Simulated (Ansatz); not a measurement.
In under changes of volume

One of the cells (26.144 Å³/atom); the others are scaled copies at fixed shape and fractional positions:

```xyz
1
Lattice="-1.6255 1.6255 2.4737 1.6255 -1.6255 2.4737 1.6255 1.6255 -2.4737" Properties=species:S:1:pos:R:3 pbc="T T T"
In    0.0000    0.0000    0.0000
```

```yaml
Program: Ansatz 0.2.0
Functional: PBE
Potentials_or_basis: all-electron LAPW, scalar-relativistic
Cutoff: 193 eV (chosen from the basis error)
Basis_error_allowed: 0.0005 eV/atom
k_mesh: 11 × 11 × 11
Occupations: fermi-dirac, width 0.05 eV
Spin: no spin polarisation
```

```csv
volume (Å³/atom),energy over the lowest point (meV/atom),pressure (GPa)
24.575,42.77,5.3
25.098,27.57,4.1
25.621,?,?
26.144,8.03,2.0
26.666,2.84,1.2
27.189,0.26,0.4
27.712,0.00,-0.2
```

What does the run at 25.621 Å³/atom give?

Energy over the lowest point 16.14 meV/atom; pressure 3.0 GPa.

Worked out: A Birch-Murnaghan fit of order 3 (a polynomial in V^(-2/3)) to the other rows has its minimum at 27.51 Å³/atom with B0 = V·E''(V) = 34 GPa and B' = 5.4 at fixed shape and positions, which overstates the stiffness. It gives 16.14 meV/atom at 25.621 Å³/atom, against the run's 16.14, and -dE/dV = 3.0 GPa, against 3.0.

Energies are extrapolated to zero smearing.
